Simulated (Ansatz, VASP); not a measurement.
This is a calculation of TaS2 for Ansatz 0.2.0.

File input.yaml:

```yaml
crystal:
  lattice:
    - [3.35, 0.0, 0.0]
    - [-1.675, 2.9011851027, 0.0]
    - [0.0, 0.0, 5.86]
  atoms:
    - { symbol: Ta, position: [0.0, 0.0, 0.0] }
    - { symbol: S, position: [0.6666666667, 0.3333333333, 0.75] }
    - { symbol: S, position: [0.3333333333, 0.6666666667, 0.25] }
hamiltonian:
  xc: pbesol
  pseudopotentials: { kind: paw }
kpoints:
  mp_grid: { grid: [9, 9, 5] }
scf:
  occupations: { method: fermi_dirac, width: 0.05 }
output:
  forces: true
  stress: true
  eigenvalues: true
```

Potentials or basis: Ansatz PAW.

Command:

```sh
$ ansatz run input.yaml --threads 1 --pin off --max-ram 3584MiB --backend cpu --events-out ev --progress --plain --runs-dir out
```

Set up the same calculation for VASP 6.6.1. Potentials there: VASP PAW PBE potentials, release 64 (Ta_pv, S).

As run (the cutoff follows the program's own potentials):

The input INCAR:

```
  PREC = Accurate
  ENCUT = 520
  EDIFF = 1E-7
  ISMEAR = -1
  SIGMA = 0.05
  LREAL = F
  LASPH = T
  NELM = 60
  ALGO = Normal
  ISIF = 2
  LWAVE = F
  LCHARG = F
  GGA = PS
  NBANDS = 18
```

The input KPOINTS:

```
Automatic mesh
0
Gamma
  9 9 5
```

The input POSCAR:

```
TaS2
1.0
    3.3500000000      0.0000000000      0.0000000000
   -1.6750000000      2.9011851027      0.0000000000
    0.0000000000      0.0000000000      5.8600000000
Ta S
1 2
Direct
    0.0000000000      0.0000000000      0.0000000000
    0.6666666667      0.3333333333      0.7500000000
    0.3333333333      0.6666666667      0.2500000000
```

Potentials or basis: VASP PAW PBE potentials, release 64 (Ta_pv, S).

The run is started by

```console
$ cat potpaw_PBE.64/Ta_pv/POTCAR potpaw_PBE.64/S/POTCAR > POTCAR
$ mpirun -np 1 vasp_std > vasp.out
```

Both were run:

|  | VASP | Ansatz | Ansatz less VASP |
| --- | --- | --- | --- |
| gap on the k mesh at the Fermi level (eV) | none | none | - |
| pressure (GPa) | 4.6 | 4.4 | -0.14 |
| largest component of the traceless stress (GPa) | 3.71 | 3.65 | -0.064 |
| rms of the force components (eV/Å) | 0.482 | 0.469 | -0.0127 |

Atom by atom the forces differ by 0.013 eV/Å (rms over components). A gap of «none» marks a metal or a gap that the smearing closes. The two sets of potentials don't hold the same shells in valence.

Caveats: this functional lacks dispersion, which binds the layers, so the pressure and a relaxed spacing across them are unreliable; the PAW data sets were made with another functional, which shifts forces and pressure a little (VASP); the PAW data sets come from PBE, with cores solved anew for the run's functional, which leaves a small shift of forces and pressure (Ansatz). The runs have no spin-orbit coupling, so splittings on Ta are missing.
